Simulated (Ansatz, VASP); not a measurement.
# Cross-check of Mo (Mo wire along [100], 13 atoms a period) between VASP and Ansatz

One calculation is typed for both programs; each brings its own data sets. How far apart do they land? The structure shown is the start of the Ansatz relaxation below; VASP solves that cell, so the two are compared at the walk's first step.

Program: Ansatz 0.2.0. Level of theory: plane waves, with VASP 6.6.1 beside it; single point at PBE. Results are calculated unless marked as measured.

## 1. The structure

The cell holds 13 atoms: 13 Mo. Its edges and angles: a = 13.120 Å, b = 13.120 Å, c = 3.160 Å, α = 90.0°, β = 90.0°, γ = 90.0°. Vacuum lies along a and b. The structure's axis is c.

Coordinates:

```cif
data_structure
_symmetry_space_group_name_H-M 'P 1'
_symmetry_Int_Tables_number 1
_cell_length_a 13.1200
_cell_length_b 13.1200
_cell_length_c 3.1600
_cell_angle_alpha 90.000
_cell_angle_beta 90.000
_cell_angle_gamma 90.000
_cell_volume 543.94
loop_
_atom_site_label
_atom_site_type_symbol
_atom_site_fract_x
_atom_site_fract_y
_atom_site_fract_z
_atom_site_occupancy
Mo1 Mo 0.25915 0.25915 0.00000 1
Mo2 Mo 0.25915 0.50000 0.00000 1
Mo3 Mo 0.25915 0.74085 0.00000 1
Mo4 Mo 0.50000 0.25915 0.00000 1
Mo5 Mo 0.50000 0.50000 0.00000 1
Mo6 Mo 0.50000 0.74085 0.00000 1
Mo7 Mo 0.74085 0.25915 0.00000 1
Mo8 Mo 0.74085 0.50000 0.00000 1
Mo9 Mo 0.74085 0.74085 0.00000 1
Mo10 Mo 0.37957 0.37957 0.50000 1
Mo11 Mo 0.37957 0.62043 0.50000 1
Mo12 Mo 0.62043 0.37957 0.50000 1
Mo13 Mo 0.62043 0.62043 0.50000 1
```

## 2. Ansatz: relaxation, PBE

Ansatz runs on its PAW soft_1 files.

The two programs are compared at the cell with which this relaxation starts, whose forces are those of its first step.

Contents of input.yaml:

```yaml
crystal:
  lattice:
    - [13.12, 0.0, 0.0]
    - [0.0, 13.12, 0.0]
    - [0.0, 0.0, 3.16]
  atoms:
    - { symbol: Mo, position: [0.259146341, 0.259146341, 0.0] }
    - { symbol: Mo, position: [0.259146341, 0.5, 0.0] }
    - { symbol: Mo, position: [0.259146341, 0.740853659, 0.0] }
    - { symbol: Mo, position: [0.5, 0.259146341, 0.0] }
    - { symbol: Mo, position: [0.5, 0.5, 0.0] }
    - { symbol: Mo, position: [0.5, 0.740853659, 0.0] }
    - { symbol: Mo, position: [0.740853659, 0.259146341, 0.0] }
    - { symbol: Mo, position: [0.740853659, 0.5, 0.0] }
    - { symbol: Mo, position: [0.740853659, 0.740853659, 0.0] }
    - { symbol: Mo, position: [0.379573171, 0.379573171, 0.5] }
    - { symbol: Mo, position: [0.379573171, 0.620426829, 0.5] }
    - { symbol: Mo, position: [0.620426829, 0.379573171, 0.5] }
    - { symbol: Mo, position: [0.620426829, 0.620426829, 0.5] }
kpoints:
  mp_grid: { grid: [1, 1, 26] }
scf:
  occupations: { method: fermi_dirac, width: 0.05 }
hamiltonian:
  xc: pbe
  pseudopotentials: { kind: paw, azcp: { folder: soft_1 } }
relax:
  cell: { fix: [a, b, alpha, beta, gamma] }
  max_steps: 45
  f_tol: 0.03
```

Launch:

```
$ ansatz run input.yaml --threads 4 --pin off --max-ram 16384MiB --backend cpu --events-out ev --progress --plain --runs-dir out
```

Numbers of over 12 decimals in the logs are rounded to 6 here.

Output:

```text
Engine: ansatz 0.2.0, aarch64-unknown-linux-gnu
Pseudopotentials: kind: paw
Pseudopotential: Mo, paw, valence charge 14, recommended cutoff 420 eV (normal), soft_1/Mo.paw.azcp
Functional definition: PBE
  parameter kappa = 0.804
  parameter beta = 0.066725
  exchange = pbe_x(kappa = kappa, mu = beta*pi^2/3)
  correlation = pbe_c(beta = beta)
Crystal: 13 atoms, lattice volume = 543.945 Å³
Basis set: ecut = 420 eV, 10659 PW (Γ), exchange–correlation on 180×180×48 points (8 copies of the dense FFT grid, shifted against one another)
Bands: 110, of which v1, the nominal top of the filled ones, is band 91 counted from 1 (90 counted from 0)
Symmetry: 16 space group operations
Space group: P4/mmm (ITA 123), of the structure as read, at distance tolerance 8.2e-5 Å
k-points: 14 of 26
Non-local potential: Mo, projectors of the file, l = 0: 3, l = 1: 2, l = 2: 2, l = 3: 1
PAW form: soft (Blöchl's): semilocal exchange-correlation on the pseudo side does not see the compensation charge
PAW one-centre angular grid: Mo, 590 points (default); XC on 64 Gauss nodes
Initial density: superposition of atomic densities (neutral atoms: chi_scale 0, normalization atom)
Initial wavefunctions: pseudopotential atomic-orbital guess
Functional: x = pbe(κ = 0.804, μ = 0.219515), c = pbe(β = 0.066725)
SCF iter   1: F=—  HF=-64420.301855 eV  |F-HF|=—  |Δ(HF+E_count)|=         —  Δρ=7.48e-2  dr2=1.91e2  ethr=3.10e-3  ⟨swp⟩=8.7  Hψ=6467  notcnv=0
preconditioner: auto → LDOS  [metal: Δε(μ)=0.007 eV  Ē_g=3.695 eV  σ=0.050 eV  W_gap=0.04  n_scr=110 (ndim 8)  ℏωp=14.1 eV  f_vac=0.416  D(μ)=23.04/eV (n_scr^D=198)  β→1.0]
SCF iter   2: F=—  HF=-64411.707341 eV  |F-HF|=—  |Δ(HF+E_count)|=    8.59e0  Δρ=6.08e-2  dr2=1.30e2  ethr=3.10e-3  ⟨swp⟩=5.1  Hψ=4441  notcnv=0  defer=8
SCF iter   3: F=—  HF=-64404.865043 eV  |F-HF|=—  |Δ(HF+E_count)|=    6.84e0  Δρ=1.47e-2  dr2=4.55e0  ethr=3.10e-3  ⟨swp⟩=4.2  Hψ=3994  notcnv=0  defer=5
SCF iter   4: F=—  HF=-64404.542010 eV  |F-HF|=—  |Δ(HF+E_count)|=   3.23e-1  Δρ=5.14e-3  dr2=2.17e-1  ethr=2.50e-3  ⟨swp⟩=2.6  Hψ=2052  notcnv=0  defer=3
SCF iter   5: F=—  HF=-64404.524414 eV  |F-HF|=—  |Δ(HF+E_count)|=   1.76e-2  Δρ=2.08e-3  dr2=2.88e-2  ethr=1.19e-4  ⟨swp⟩=4.0  Hψ=3606  notcnv=0  defer=3
SCF iter   6: F=—  HF=-64404.527544 eV  |F-HF|=—  |Δ(HF+E_count)|=   3.13e-3  Δρ=9.12e-4  dr2=1.40e-2  ethr=1.58e-5  ⟨swp⟩=2.0  Hψ=2352  notcnv=0  defer=3
SCF iter   7: F=—  HF=-64404.528194 eV  |F-HF|=—  |Δ(HF+E_count)|=   6.49e-4  Δρ=3.29e-4  dr2=2.02e-3  ethr=7.70e-6  ⟨swp⟩=2.0  Hψ=2043  notcnv=0  defer=3
SCF iter   8: F=—  HF=-64404.528351 eV  |F-HF|=—  |Δ(HF+E_count)|=   1.57e-4  Δρ=1.29e-4  dr2=1.97e-4  ethr=1.11e-6  ⟨swp⟩=2.0  Hψ=2030  notcnv=0  defer=3
SCF iter   9: F=—  HF=-64404.528410 eV  |F-HF|=—  |Δ(HF+E_count)|=   5.97e-5  Δρ=4.21e-5  dr2=2.39e-5  ethr=1.08e-7  ⟨swp⟩=2.0  Hψ=2106  notcnv=0  defer=3
SCF iter  10: F=—  HF=-64404.528634 eV  |F-HF|=—  |Δ(HF+E_count)|=   2.24e-4  Δρ=1.65e-5  dr2=3.11e-6  ethr=1.31e-8  ⟨swp⟩=2.3  Hψ=2155  notcnv=0  defer=3
SCF iter  11: F=—  HF=-64404.528635 eV  |F-HF|=—  |Δ(HF+E_count)|=   5.80e-7  Δρ=6.66e-6  dr2=5.89e-7  ethr=1.71e-9  ⟨swp⟩=2.2  Hψ=2230  notcnv=0  defer=3
SCF iter  12: F=-64404.528635 eV  HF=-64404.528635 eV  |F-HF|=9.47e-9  |Δ(HF+E_count)|=   2.30e-7  Δρ=2.54e-6  dr2=5.51e-8  ethr=5.49e-11  ⟨swp⟩=3.9  Hψ=5784  notcnv=0
SCF 1 converged in 12 iterations: F = -64404.528635 eV  dr2 = 5.51e-8
  greatest PAW one-centre occupation: 0.999 electrons in one spin orbital (limit 2), on the Mo atom at site 12 (counted from 0), in its partial waves of l = 0
relax step   1: F+E_penalty+E_count = -64404.52863508 eV  Δ(F+E_penalty+E_count) = +0.000e0 eV  max|allowed force component| = 2.329e0 eV/Å  Δτ_max = 0.0000 Å  P = -9.007 GPa  Ω = 543.945 Å³  fix = [a, b, alpha, beta, gamma]  reactions: a -8.445, b -8.445 GPa  (12 SCF iters, dr2 threshold 1.00e-7 eV, accepted)
[...]
relax step   6: F+E_penalty+E_count = -64408.53629778 eV  Δ(F+E_penalty+E_count) = -1.364e-3 eV  max|allowed force component| = 3.179e-2 eV/Å  Δτ_max = 0.0079 Å  P = -0.021 GPa  Ω = 530.508 Å³  energy of the carried Pulay correction = +1.099e-3 eV  fix = [a, b, alpha, beta, gamma]  reactions: a -0.029, b -0.029 GPa  (7 SCF iters, dr2 threshold 2.61e-7 eV, accepted)
[...]
relax step   7: F+E_penalty+E_count = -64408.53655161 eV  Δ(F+E_penalty+E_count) = -2.538e-4 eV  max|allowed force component| = 4.697e-3 eV/Å  Δτ_max = 0.0027 Å  P = -0.007 GPa  Ω = 530.751 Å³  energy of the carried Pulay correction = +1.079e-3 eV  fix = [a, b, alpha, beta, gamma]  reactions: a -0.009, b -0.009 GPa  (6 SCF iters, dr2 threshold 6.32e-8 eV, accepted)
[...]
relax step   8: F+E_penalty+E_count = -64408.53524551 eV  Δ(F+E_penalty+E_count) = +1.306e-3 eV  max|allowed force component| = 4.536e-3 eV/Å  Δτ_max = 0.0000 Å  P = -0.004 GPa  Ω = 530.751 Å³  fix = [a, b, alpha, beta, gamma]  reactions: a -0.005, b -0.005 GPa  stress off target by 1.35e-3 GPa on what of the cell is left free  SCF on the basis re-selected at this cell (its energy is not comparable with the rows above)  (6 SCF iters)
basis re-selected at this cell: Δ(F+E_penalty+E_count) = +1.306e-3 eV, ΔP = +0.003 GPa vs the last step (what re-selecting the basis moved, of the pressure what is left beyond the Pulay correction that the steps carried, after the strain that the cell walked since its last selection, with what the two solves' SCF thresholds leave and, on support functions, any second-order correction that the steps lacked; it is no m [...]
SCF converged after 6 iterations
Free energy (F): -64408.535246 eV
Harris-Foulkes:  -64408.535246 eV  (|F-HF|=3.64e-11)
Internal energy: -64408.412032 eV  (E = F + TS)
E sigma→0 (E₀):  -64408.473639 eV
Entropy (-TS):   -0.123214 eV (-9.478 meV/atom)
Fermi energy:    5.810907 eV
--- Per-component energies (eV) ---
  E_band       = -3439.086835
  E_kinetic    = 5487.788891
  E_local      = -73943.620045  (includes V_loc(G=0)·N_el)
  E_nonlocal   = 1956.268124
  E_hartree    = 33992.439530
  E_xc         = -2273.824285
  E_vxc        = -2832.601845  (∫ρ·V_xc dr)
  E_paw        = -41763.841723  (= ΣΔE_a)
  E_vpaw       = -2091.804676  (= ΣTr[D̂ρ^β])
  E_aug_tail   = 0.000653  (compensation charges beyond the density's cutoff)
  E_ewald      = 12136.376823
  E_smearing   = -0.123214  (= −TS)
  E_closure    = -0.000000  (closes the sum)
  Σ components = -64408.535246   (vs F -64408.535246, Δ=0.00e0)
--- Forces (eV/Å), atoms counted from 1 ---
  atom   1  Mo     0.00323381     0.00323381     0.00000000
  atom   2  Mo     0.00453629     0.00000000     0.00000000
  atom   3  Mo     0.00323381    -0.00323381     0.00000000
  atom   4  Mo     0.00000000     0.00453629    -0.00000000
  atom   5  Mo     0.00000000     0.00000000     0.00000000
  atom   6  Mo     0.00000000    -0.00453629     0.00000000
  atom   7  Mo    -0.00323381     0.00323381    -0.00000000
  atom   8  Mo    -0.00453629     0.00000000    -0.00000000
  atom   9  Mo    -0.00323381    -0.00323381    -0.00000000
  atom  10  Mo    -0.00364761    -0.00364761    -0.00000000
  atom  11  Mo    -0.00364761     0.00364761    -0.00000000
  atom  12  Mo     0.00364761    -0.00364761     0.00000000
  atom  13  Mo     0.00364761     0.00364761     0.00000000
  max |Σ_I F_I| component: 2.60e-18 eV/Å
--- Stress (GPa, compression-positive) ---
       -0.005285      -0.000000      -0.000000
       -0.000000      -0.005285      -0.000000
       -0.000000      -0.000000      -0.001348
  P = ⅓ Tr σ = -0.0040 GPa (-0.040 kbar)
--- Relaxed structure (7 steps of the walk, 7 accepted, 1 SCFs on fresh bases) ---
  F+E_penalty+E_count = -64408.53524551 eV   max|allowed force component| = 4.536e-3 eV/Å   (the final SCF, on the basis selected at the relaxed cell)
  cell:  # Å, volume = 530.7508 Å³
    - [13.12, 0.0, 0.0]
    - [0.0, 13.12, 0.0]
    - [0.0, 0.0, 3.083351]
  atoms:
    - { symbol: Mo, position: [0.284154, 0.284154, 0.0] }
    - { symbol: Mo, position: [0.256573, 0.500000, 0.0] }
    - { symbol: Mo, position: [0.284154, 0.715846, 0.0] }
    - { symbol: Mo, position: [0.500000, 0.256573, 0.0] }
    - { symbol: Mo, position: [0.500000, 0.500000, 0.0] }
    - { symbol: Mo, position: [0.500000, 0.743427, 0.0] }
    - { symbol: Mo, position: [0.715846, 0.284154, 0.0] }
    - { symbol: Mo, position: [0.743427, 0.500000, 0.0] }
    - { symbol: Mo, position: [0.715846, 0.715846, 0.0] }
    - { symbol: Mo, position: [0.383056, 0.383056, 0.5] }
    - { symbol: Mo, position: [0.383056, 0.616944, 0.5] }
    - { symbol: Mo, position: [0.616944, 0.383056, 0.5] }
    - { symbol: Mo, position: [0.616944, 0.616944, 0.5] }
```

[end of part 1 of 2]

[Lines on the potential files, build, host, timing and source positions are cut from VASP's logs without a mark.]

[Logs are printed without paths, hosts, clocks, repeated set-up lines and the standing remarks that a program may print on its own settings, such as how far it seeks lower states.]

[Hosts, paths, dates, database ids (printed as entryN), source tags and the programs' standing remarks are cut or masked in the printed files.]
